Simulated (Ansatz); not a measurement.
A relaxation computed with Ansatz, from input to last step.

```yaml
crystal:
  lattice:
    - [-2.97316, 3.287369, 3.287402]
    - [2.97316, -3.287369, 3.287402]
    - [2.97316, 3.287369, -3.287402]
  atoms:
    - { symbol: Ti, position: [0.504755, 0.754755, 0.75] }
    - { symbol: Ti, position: [0.495245, 0.245245, 0.25] }
    - { symbol: Ti, position: [0.0, 0.0, 0.5] }
    - { symbol: Ti, position: [0.0, 0.5, 0.0] }
    - { symbol: O, position: [0.304919, 0.30477, 0.499851] }
    - { symbol: O, position: [0.195484, 0.250383, 0.945101] }
    - { symbol: O, position: [0.304919, 0.805068, 0.000149] }
    - { symbol: O, position: [0.805282, 0.250383, 0.554899] }
    - { symbol: O, position: [0.194718, 0.749617, 0.445101] }
    - { symbol: O, position: [0.804516, 0.749617, 0.054899] }
    - { symbol: O, position: [0.695081, 0.194932, 0.999851] }
    - { symbol: O, position: [0.695081, 0.69523, 0.500149] }
basis:
  ecutwfc: 420
kpoints:
  mp_grid: { grid: [6, 6, 6] }
hamiltonian:
  xc: pbe
scf:
  occupations: { method: gaussian, width: 0.02 }
output:
  forces: true
  stress: true
  eigenvalues: true
relax:
  adjacent_minimum: "off"
  f_tol: 0.01
  max_steps: 40
```

```bash
ansatz run input.yaml --threads 2 --pin off --max-ram 5120MiB --backend cpu --events-out ev --progress --plain --runs-dir out
```

Method: Ansatz, DFT PBE, scalar-relativistic, plane waves, PAW.

Of 4 frames 4 are shown, positions in Å and forces in eV/Å; the SCF threshold varies from step to step.

```xyz
12
Lattice="-2.9732 3.2874 3.2874 2.9732 -3.2874 3.2874 2.9732 3.2874 -3.2874" Properties=species:S:1:pos:R:3:forces:R:3 pbc="T T T" step=1 free_energy_over_end_meV_per_atom=0.09
Ti    2.9732    1.6437    1.6750    0.0000    0.0000   -0.0149
Ti    0.0000    1.6437    1.6124    0.0000    0.0000    0.0149
Ti    1.4866    1.6437   -1.6437    0.0000    0.0000    0.0000
Ti    1.4866   -1.6437    1.6437    0.0000    0.0000    0.0000
O     1.4857    1.6437    0.3611   -0.0228    0.0000    0.0467
O     2.9732    2.9264   -1.6412    0.0000   -0.0572   -0.0184
O     1.4875   -1.6437    3.6485    0.0228    0.0000    0.0467
O     0.0000    3.6483    1.6462    0.0000    0.0572   -0.0184
O     2.9732   -0.3609    1.6412    0.0000   -0.0572    0.0184
O     0.0000    0.3609    4.9286    0.0000    0.0572    0.0184
O     1.4857    4.9311   -0.3611   -0.0228    0.0000   -0.0467
O     1.4875    1.6437    2.9263    0.0228    0.0000   -0.0467
12
Lattice="-2.9732 3.2874 3.2874 2.9732 -3.2874 3.2874 2.9732 3.2874 -3.2874" Properties=species:S:1:pos:R:3:forces:R:3 pbc="T T T" step=2 free_energy_over_end_meV_per_atom=0.05
Ti    2.9732    1.6437    1.6737    0.0000    0.0000   -0.0123
Ti    0.0000    1.6437    1.6137    0.0000    0.0000    0.0123
Ti    1.4866    1.6437   -1.6437    0.0000    0.0000    0.0000
Ti    1.4866   -1.6437    1.6437    0.0000    0.0000    0.0000
O     1.4844    1.6437    0.3621   -0.0011    0.0000    0.0291
O     2.9732    2.9251   -1.6435    0.0000   -0.0321    0.0024
O     1.4888   -1.6437    3.6495    0.0011    0.0000    0.0291
O     0.0000    3.6496    1.6439    0.0000    0.0321    0.0024
O     2.9732   -0.3622    1.6435    0.0000   -0.0321   -0.0024
O     0.0000    0.3622    4.9309    0.0000    0.0321   -0.0024
O     1.4844    4.9311   -0.3621   -0.0011    0.0000   -0.0291
O     1.4888    1.6437    2.9253    0.0011    0.0000   -0.0291
12
Lattice="-2.9732 3.2874 3.2874 2.9732 -3.2874 3.2874 2.9732 3.2874 -3.2874" Properties=species:S:1:pos:R:3:forces:R:3 pbc="T T T" step=3 free_energy_over_end_meV_per_atom=0.03
Ti    2.9732    1.6437    1.6721    0.0000    0.0000   -0.0121
Ti    0.0000    1.6437    1.6153    0.0000    0.0000    0.0121
Ti    1.4866    1.6437   -1.6437    0.0000    0.0000    0.0000
Ti    1.4866   -1.6437    1.6437    0.0000    0.0000    0.0000
O     1.4836    1.6437    0.3637    0.0024    0.0000    0.0000
O     2.9732    2.9234   -1.6428    0.0000    0.0005    0.0015
O     1.4895   -1.6437    3.6511   -0.0024    0.0000    0.0000
O     0.0000    3.6513    1.6446    0.0000   -0.0005    0.0015
O     2.9732   -0.3640    1.6428    0.0000    0.0005   -0.0015
O     0.0000    0.3640    4.9302    0.0000   -0.0005   -0.0015
O     1.4836    4.9311   -0.3637    0.0024    0.0000    0.0000
O     1.4895    1.6437    2.9237   -0.0024    0.0000    0.0000
12
Lattice="-2.9732 3.2874 3.2874 2.9732 -3.2874 3.2874 2.9732 3.2874 -3.2874" Properties=species:S:1:pos:R:3:forces:R:3 pbc="T T T" step=4 free_energy_over_end_meV_per_atom=0.00
Ti    2.9732    1.6437    1.6490    0.0000    0.0000   -0.0019
Ti    0.0000    1.6437    1.6384    0.0000    0.0000    0.0019
Ti    1.4866    1.6437   -1.6437    0.0000    0.0000    0.0000
Ti    1.4866   -1.6437    1.6437    0.0000    0.0000    0.0000
O     1.4860    1.6437    0.3640    0.0000    0.0000   -0.0001
O     2.9732    2.9234   -1.6435    0.0000   -0.0003    0.0000
O     1.4871   -1.6437    3.6514    0.0000    0.0000   -0.0001
O     0.0000    3.6513    1.6439    0.0000    0.0003    0.0000
O     2.9732   -0.3640    1.6435    0.0000   -0.0003    0.0000
O     0.0000    0.3640    4.9309    0.0000    0.0003    0.0000
O     1.4860    4.9311   -0.3640    0.0000    0.0000    0.0001
O     1.4871    1.6437    2.9234    0.0000    0.0000    0.0001
```

It took 97 s on 2 threads of AMD EPYC (Zen 3), with other jobs on the host, peak memory 0.62 GiB.